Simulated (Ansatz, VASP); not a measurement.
**Two plane-wave programs on MgO**

INCAR

```
ALGO     = Normal         # electronic algorithm
EDIFF    = 1E-6           # SCF threshold, eV
ENCUT    = 520            # plane-wave cutoff, eV
GGA      = PS             # functional
ISIF     = 2              # what is computed and relaxed
ISMEAR   = 0              # smearing method
LASPH    = T              # aspherical terms in the spheres
LCHARG   = F              # write CHGCAR
LREAL    = F              # projectors in reciprocal space
LWAVE    = F              # write WAVECAR
NBANDS   = 11             # bands
NELM     = 60             # most SCF steps
PREC     = Accurate       # precision mode
SIGMA    = 0.01           # smearing width, eV
```

The input KPOINTS:

```
k-points
0
Gamma
  7 7 6
```

POSCAR

```
MgO
1.0
    2.9477819388      0.0000000000      0.0000000000
   -1.4738904677      2.5528542216      0.0000000000
    0.0000000000      0.0000000000      2.6885826568
Mg O
1 1
Direct
    0.0000000000      0.0000000000      0.0000000000
    0.3333333333      0.6666666667      0.5000000000
```

Input for Ansatz:

```yaml
crystal:
  lattice:
    - [2.9477819388146123, 0.0, 0.0]
    - [-1.4738904677461644, 2.5528542215667755, 0.0]
    - [0.0, 0.0, 2.6885826567620654]
  atoms:
    - { symbol: Mg, position: [0.0, 0.0, 0.0] }
    - { symbol: O, position: [0.3333333333333333, 0.6666666666666666, 0.5] }
basis:
  ecutwfc: 653.073269903712
  xc_grid: 2
kpoints:
  mp_grid:
    grid: [7, 7, 6]
hamiltonian:
  xc: pbesol
scf:
  n_extra_bands: 2
  self_checks: low
  lower_state_search: standard
  mixing:
    algorithm: broyden
    beta: 0.2
    ndim: 12
  occupations:
    method: fixed
output:
  stress: true
```

Measurements of this composition are mostly on another form, of space group No. 225.

Alike in both runs: task single point; functional PBEsol; k mesh 7 × 7 × 6; no spin polarisation.

|  | VASP | Ansatz |
| --- | --- | --- |
| version | VASP 6.6.1 | Ansatz 0.2.0 |
| potentials or method | VASP PAW PBE potentials, release 64 (Mg, O) | plane waves, PAW |
| plane-wave cutoff (eV) | 520 | 653 |
| occupations | gaussian, width 0.01 eV | fixed |
| valence electrons in the cell | 8 | 16 |

Ansatz gave:

```
pressure (GPa)                                  : -5.1
largest component of the traceless stress (GPa) : 0.33
```

Problem. What did VASP give for the same quantities?

Solution. Pressure (GPa): -5.6; largest component of the traceless stress (GPa): 0.39.

The two sets of potentials don't hold the same shells in valence.

Caveats: the PAW data sets were made with another functional, which shifts forces and pressure a little (VASP). A k mesh can miss the band edges.
